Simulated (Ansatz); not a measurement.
**CdSe and the effect of the functional**

The cell as given:

Space group F-43m (No. 216). a = 6.141 Å, b = 6.141 Å, c = 6.141 Å, α = 90.00°, β = 90.00°, γ = 90.00°
```
atom  site  symmetry       x       y       z
  Cd    4a      -43m  0.0000  0.0000  0.0000
  Se    4d      -43m  0.2500  0.2500  0.7500
```

The cell is a database's computed one, not the measured one.

Kept alike: task relaxation of cell and atoms; k mesh 8 × 8 × 8; occupations fermi-dirac, width 0.05 eV; no spin polarisation. Program: Ansatz, all-electron LAPW, scalar-relativistic. The mesh is that of the run's cell of 2 atoms. No spin-orbit coupling.

| functional | band gap (eV) | volume (Å³/atom) |
| --- | --- | --- |
| BLYP | - | 31.532 |
| LDA | 0.402 | 27.116 |
| PBE | 0.493 | 29.754 |
| PBEsol | 0.480 | 28.141 |
| RPBE | 0.583 | 31.032 |
| revPBE | 0.562 | 30.673 |

Spin-orbit coupling, left out here, moves the band edges of heavy atoms and can close or invert small gaps. Gaps hold for each row's own relaxed cell. The relaxations keep at least the cell's symmetry (F-43m). Relaxations stop with a little pressure left, so the last digits of a volume or edge aren't settled. A dash stands where a model potential gives no energy or stress, or where a value looked faulty or was in doubt. A gap read on the mesh alone can miss an edge between its points.

Problem. What does the functional change here?

Solution. The band gap runs from 0.402 (LDA) to 0.583 eV (RPBE). From PBE: LDA -0.091; PBEsol -0.013; RPBE +0.090; revPBE +0.069. The volume runs from 27.116 (LDA) to 31.532 Å³/atom (BLYP). From PBE: BLYP +1.778; LDA -2.638; PBEsol -1.613; RPBE +1.278; revPBE +0.919.
